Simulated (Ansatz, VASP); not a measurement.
# In: VASP beside Ansatz

The input INCAR:

```
SYSTEM = In
ALGO     = Normal         ! electronic algorithm
EDIFF    = 1E-7           ! SCF threshold, eV
ENCUT    = 520            ! plane-wave cutoff, eV
GGA      = PS             ! functional
ISIF     = 2              ! what is computed and relaxed
ISMEAR   = -1             ! smearing method
LASPH    = .True.         ! aspherical terms in the spheres
LCHARG   = .False.        ! write CHGCAR
LREAL    = .False.        ! projectors in reciprocal space
LWAVE    = .False.        ! write WAVECAR
NBANDS   = 12             ! bands
NELM     = 60             ! most SCF steps
PREC     = Accurate       ! precision mode
SIGMA    = 0.1            ! smearing width, eV
```

KPOINTS

```
k-points
0
Gamma
  12 12 12
  0 0 0
```

Contents of POSCAR:

```
In
1.0
    2.8885004841      0.0000000000      0.0000000000
    0.0000000000      2.8885004841      0.0000000000
    0.0000000000      0.0000000000      2.8885004841
In
1
Direct
    0.0000000000      0.0000000000      0.0000000000
```

Input for Ansatz:

```yaml
crystal:
  lattice:
    - [2.8885004841, 0.0, 0.0]
    - [0.0, 2.8885004841, 0.0]
    - [0.0, 0.0, 2.8885004841]
  atoms:
    - { symbol: In, position: [0.0, 0.0, 0.0] }
hamiltonian:
  xc: pbesol
  pseudopotentials:
    kind: paw
    azcp:
      In: "pseudopotentials/In.paw.azcp"
basis:
  ecutwfc: 420
  fft_grid_basis: typed
kpoints:
  mp_grid: { grid: [12, 12, 12], shift: [0, 0, 0] }
magnetization:
  spin_polarized: false
scf:
  occupations: { method: fermi_dirac, width: 0.1 }
  lower_state_search: "off"
output:
  stress: true
```

Alike in both runs: task single point; functional PBEsol; k mesh 12 × 12 × 12; occupations fermi-dirac, width 0.1 eV; no spin polarisation.

```csv
,VASP,Ansatz
version,VASP 6.6.1,Ansatz 0.2.0
potentials or method,"VASP PAW PBE potentials, release 64 (In_d)","plane waves (420 eV) with PAW, scalar-relativistic"
plane-wave cutoff (eV),520,420
valence electrons in the cell,13,13
```

```csv
,VASP,Ansatz,Ansatz less VASP
pressure (GPa),7.2,7.2,0.00
```

The functional is the same, so the differences come from potentials, cutoffs and numerics. Ansatz warned: «pseudo_functional_mismatch».

Caveats: the PAW data sets were made with another functional, which shifts forces and pressure a little (VASP).
